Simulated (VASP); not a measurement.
# GaN (Fm-3m) in VASP: Born charges and dielectric tensor with LDA

Aim: the Born charges and dielectric tensor of GaN with LDA.

Everything below comes from runs of VASP 6.6.1. Logs are shortened: lines on timing, memory, paths and dates and some standing lists are left out, and cuts for length are marked.

## 1. The crystal as given

Symmetry: Fm-3m, No. 225, cubic system. Conventional cell: a = 4.188 Å, b = 4.188 Å, c = 4.188 Å, α = 90.00°, β = 90.00°, γ = 90.00°. Around Ga (site symmetry m-3m) lie 6 N at 2.09 Å. N (site symmetry m-3m) is surrounded by 6 Ga at 2.09 Å.

Measurements of this composition are mostly on another form, of space group No. 186.

## 2. Born charges and dielectric tensor, LDA

Contents of INCAR:

```
SYSTEM = GaN
PREC = Accurate ; ENCUT = 600
EDIFF = 1E-8 ; ISMEAR = 0
SIGMA = 0.02 ; LREAL = .False.
LASPH = .True. ; NELM = 60
ALGO = Normal ; ISIF = 2
LWAVE = .False. ; LCHARG = .False.
GGA = CA ; LEPSILON = .True.
IBRION = 8 ; NSW = 1
```

Contents of KPOINTS:

```
Automatic mesh
0
Gamma
  20 20 20
  0 0 0
```

Contents of POSCAR:

```
GaN
1.0
    0.0000000000      2.0941500000      2.0941500000
    2.0941500000      0.0000000000      2.0941500000
    2.0941500000      2.0941500000      0.0000000000
Ga N
1 1
Direct
    0.0000000000      0.0000000000      1.0000000000
    0.5000000000      0.5000000000      0.5000000000
```

Potentials or basis: VASP PAW LDA potentials, release 64 (Ga_d, N).

On the command line:

```bash
$ cat potpaw_LDA.64/Ga_d/POTCAR potpaw_LDA.64/N/POTCAR > POTCAR
$ mpirun -np 1 vasp_std > vasp.out
```

OUTCAR:

```text
SYSTEM = GaN
   PREC = Accurate
   ENCUT = 600
   EDIFF = 1E-8
   ISMEAR = 0
   LREAL = .False.
   LASPH = .True.
   NELM = 60
   ISIF = 2
   GGA = CA
   LEPSILON = .True.
   IBRION = 8
   NSW = 1

 ion  position               nearest neighbor table
   1  0.000  0.000  0.000-   2 2.09   2 2.09   2 2.09   2 2.09   2 2.09   2 2.09
   2  0.500  0.500  0.500-   1 2.09   1 2.09   1 2.09   1 2.09   1 2.09   1 2.09

  LATTYP: Found a face centered cubic cell.
 ALAT       =     4.1883000000

  Lattice vectors:

 A1 = (   0.0000000000,   2.0941500000,   2.0941500000)
 A2 = (   2.0941500000,   0.0000000000,   2.0941500000)
 A3 = (   2.0941500000,   2.0941500000,   0.0000000000)

Analysis of symmetry for initial positions (statically):
=====================================================================
 Subroutine PRICEL returns:
 Original cell was already a primitive cell.

 Routine SETGRP: Setting up the symmetry group for a
 face centered cubic supercell.

 Subroutine GETGRP returns: Found 48 space group operations
 (whereof 48 operations were pure point group operations)
 out of a pool of 48 trial point group operations.

The static configuration has the point symmetry O_h .

Analysis of symmetry for dynamics (positions and initial velocities):
=====================================================================
 Subroutine PRICEL returns:
 Original cell was already a primitive cell.

 Routine SETGRP: Setting up the symmetry group for a
 face centered cubic supercell.

 Subroutine GETGRP returns: Found 48 space group operations
 (whereof 48 operations were pure point group operations)
 out of a pool of 48 trial point group operations.

The dynamic configuration has the point symmetry O_h .

 Subroutine INISYM returns: Found 48 space group operations
 (whereof 48 operations are pure point group operations),
 and found     1 'primitive' translations

[... 617 lines left out ...]
     0.00000  0.01554 -0.00000
    -0.00000 -0.00000  0.01554

 MACROSCOPIC STATIC DIELECTRIC TENSOR (including local field effects in DFT)
 ------------------------------------------------------
           7.832630     0.000000     0.000000
           0.000000     7.832630     0.000000
          -0.000000     0.000000     7.832630
 ------------------------------------------------------

 PIEZOELECTRIC TENSOR (including local field effects)  for field in x, y, z        (e  Angst)
          XX          YY          ZZ          XY          YZ          ZX
  --------------------------------------------------------------------------------
  x     0.00000     0.00000     0.00000     0.00000     0.00000     0.00000
  y     0.00000     0.00000     0.00000     0.00000     0.00000     0.00000
  z     0.00000     0.00000     0.00000     0.00000     0.00000     0.00000

 PIEZOELECTRIC TENSOR (including local field effects)  for field in x, y, z        (C/m^2)
          XX          YY          ZZ          XY          YZ          ZX
  --------------------------------------------------------------------------------
  x     0.00000     0.00000     0.00000     0.00000     0.00000     0.00000
  y     0.00000     0.00000     0.00000     0.00000     0.00000     0.00000
  z     0.00000     0.00000     0.00000     0.00000     0.00000     0.00000

 BORN EFFECTIVE CHARGES (including local field effects) (in |e|, cummulative output)
 ---------------------------------------------------------------------------------
 ion    1
    1     3.52006     0.00000     0.00000
    2    -0.00000     3.52006     0.00000
    3     0.00000     0.00000     3.52006
 ion    2
    1    -3.52006    -0.00000     0.00000
    2     0.00000    -3.52006     0.00000
    3     0.00000     0.00000    -3.52006

 INTERNAL STRAIN TENSOR FOR ION    2 for displacements in x,y,z  (eV/Angst):
          X           Y           Z          XY          YZ          ZX
  --------------------------------------------------------------------------------
  x     0.00000     0.00000     0.00000     0.00000     0.00000     0.00000
  y     0.00000     0.00000     0.00000     0.00000     0.00000     0.00000
  z     0.00000     0.00000     0.00000     0.00000     0.00000     0.00000

 SECOND DERIVATIVES (NOT SYMMETRIZED)
 ------------------------------------
               1X          1Y          1Z          2X          2Y          2Z
  1X    -2.927741    0.000000    0.000000    2.927741    0.000000    0.000000
  1Y     0.000000   -2.927741    0.000000    0.000000    2.927741    0.000000
  1Z     0.000000    0.000000   -2.927741    0.000000    0.000000    2.927741
  2X     2.923846    0.000000    0.000000   -2.923846    0.000000    0.000000
  2Y     0.000000    2.923846    0.000000    0.000000   -2.923846    0.000000
  2Z     0.000000    0.000000    2.923846    0.000000    0.000000   -2.923846

 Eigenvectors and eigenvalues of the dynamical matrix
 ----------------------------------------------------

   1 f  =    7.829496 THz    49.194172 2PiTHz  261.163863 cm-1    32.380178 meV
             X         Y         Z           dx          dy          dz
      0.000000  0.000000  0.000000    -0.409162   -0.000000   -0.000000
      2.094150  2.094150  2.094150     0.912462   -0.000000    0.000000
[... 21 lines left out ...]
   6 f/i=    0.001945 THz     0.012224 2PiTHz    0.064894 cm-1     0.008046 meV
             X         Y         Z           dx          dy          dz
      0.000000  0.000000  0.000000     0.026692   -0.618497    0.670325
      2.094150  2.094150  2.094150     0.011969   -0.277344    0.300584

--------------------------------------------------------------------------------------------------------

 MACROSCOPIC STATIC DIELECTRIC TENSOR IONIC CONTRIBUTION
 ------------------------------------------------------
          41.722349    -0.000000     0.000000
          -0.000000    41.722349     0.000000
           0.000000     0.000000    41.722349
 ------------------------------------------------------

 ELASTIC MODULI CONTR FROM IONIC RELAXATION (kBar)
 Direction    XX          YY          ZZ          XY          YZ          ZX
 --------------------------------------------------------------------------------
 XX           0.0000      0.0000      0.0000      0.0000      0.0000      0.0000
 YY           0.0000      0.0000      0.0000      0.0000      0.0000      0.0000
 ZZ           0.0000      0.0000      0.0000      0.0000      0.0000      0.0000
 XY           0.0000      0.0000      0.0000      0.0000      0.0000      0.0000
 YZ           0.0000      0.0000      0.0000      0.0000      0.0000      0.0000
 ZX           0.0000      0.0000      0.0000      0.0000      0.0000      0.0000
 --------------------------------------------------------------------------------

 PIEZOELECTRIC TENSOR IONIC CONTR  for field in x, y, z        (C/m^2)
          XX          YY          ZZ          XY          YZ          ZX
  --------------------------------------------------------------------------------
  x     0.00000     0.00000     0.00000     0.00000     0.00000     0.00000
  y     0.00000     0.00000     0.00000     0.00000     0.00000     0.00000
  z     0.00000     0.00000     0.00000     0.00000     0.00000     0.00000
```

OSZICAR:

```text
N       E                     dE             d eps       ncg     rms          rms(c)
DAV:   1     0.846159909486E+02    0.84616E+02   -0.10530E+04  7417   0.286E+03
DAV:   2    -0.879024308318E+01   -0.93406E+02   -0.87714E+02  7579   0.377E+02
[... 13 lines left out ...]
RMM:   6    -0.228042543644E+00    0.51117E-04   -0.82685E-07 30663   0.940E-03    0.126E-03
RMM:   7    -0.228033869777E+00    0.86739E-05   -0.57287E-08 32079   0.248E-03    0.307E-04
RMM:   8    -0.228035589166E+00   -0.17194E-05   -0.40144E-09 29895   0.672E-04    0.693E-05
RMM:   9    -0.228034727135E+00    0.86203E-06   -0.68590E-10 31993   0.212E-04    0.165E-05
RMM:  10    -0.228034474150E+00    0.25298E-06   -0.15487E-10 31834   0.670E-05    0.127E-06
RMM:  11    -0.228034480944E+00   -0.67937E-08   -0.18257E-10 32011   0.243E-05    0.830E-07
 Linear response finished
```

Run time: 9.6 min. Hardware: 1 thread of Intel Xeon Platinum 8375C at 2.90GHz (Ice Lake), shared host; peak memory 0.55 GiB.

What came out:

| Property | Result |
| --- | --- |
| Band gap on the k mesh | 0.58 eV, indirect (least direct gap 3.18 eV) |
| Electronic dielectric tensor (diagonal) | 7.83 |
| Born charges (mean of the diagonal) | Ga +3.52; N -3.52 e |
| Highest phonon frequency at Γ, LO-TO splitting left out | 261 cm⁻¹ |

Phonon frequencies in cm⁻¹ (negative: imaginary):
| q point | frequencies |
| --- | --- |
| (0.000, 0.000, 0.000) | 0 0 0 261 261 261 |

Electronic dielectric tensor:
```
7.83 0.00 0.00
0.00 7.83 0.00
0.00 0.00 7.83
```

Born effective charge tensors (e):
atom 1, Ga
```
3.52 0.00 0.00
0.00 3.52 0.00
0.00 0.00 3.52
```
atom 2, N
```
-3.52  0.00  0.00
 0.00 -3.52  0.00
 0.00  0.00 -3.52
```

Caveat: the gap is small at this level, which inflates the dielectric constant. A k mesh can miss the band edges.
